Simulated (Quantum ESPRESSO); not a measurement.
## MoS2 under changes of volume

One of the cells (31.721 Å³/atom); the others are scaled copies at fixed shape and fractional positions:

```
CELL_PARAMETERS angstrom
3.18454 0.00000 0.00000
-1.59227 2.75789 0.00000
0.00000 0.00000 21.67053
ATOMIC_POSITIONS crystal
Mo 0.33333 0.66667 0.85116
Mo 0.66667 0.33333 0.14884
S 0.66667 0.33333 0.77963
S 0.33333 0.66667 0.07725
S 0.66667 0.33333 0.92275
S 0.33333 0.66667 0.22037
```

```yaml
Program: Quantum ESPRESSO 7.5
Functional: PBEsol
Potentials_or_basis: GBRV 1.5 PBEsol
Cutoff: 612 eV
Density_cutoff: 4898 eV
k_mesh: 10 × 10 × 2
Occupations: fermi-dirac, width 0.05 eV
Spin: no spin polarisation
```

| volume (Å³/atom) | energy over the lowest point (meV/atom) | gap on the mesh (eV) |
| --- | --- | --- |
| 29.817 | 13.20 | 1.47 |
| 30.452 | 2.67 | 1.44 |
| 31.086 | 0.00 | 1.41 |
| 31.721 | ? | ? |
| 32.355 | 14.98 | 1.35 |
| 32.990 | 31.26 | 1.32 |
| 33.624 | 52.60 | 1.29 |

**Question.** What does the run at 31.721 Å³/atom give?

**Answer.** Energy over the lowest point 4.34 meV/atom; gap on the mesh 1.38 eV.

Worked out: A Birch-Murnaghan fit of order 3 (a polynomial in V^(-2/3)) to the other rows has its minimum at 31.00 Å³/atom with B0 = V·E''(V) = 88 GPa and B' = 4.4 at fixed shape and positions, which overstates the stiffness. It gives 4.34 meV/atom at 31.721 Å³/atom, against the run's 4.34. A straight line through the other rows of the gap, of slope -1.5 eV per unit of ln V, gives 1.38 eV, against the run's 1.38.

Energies are extrapolated to zero smearing.

A mesh can miss the band edges. Spin-orbit coupling on Mo is left out.
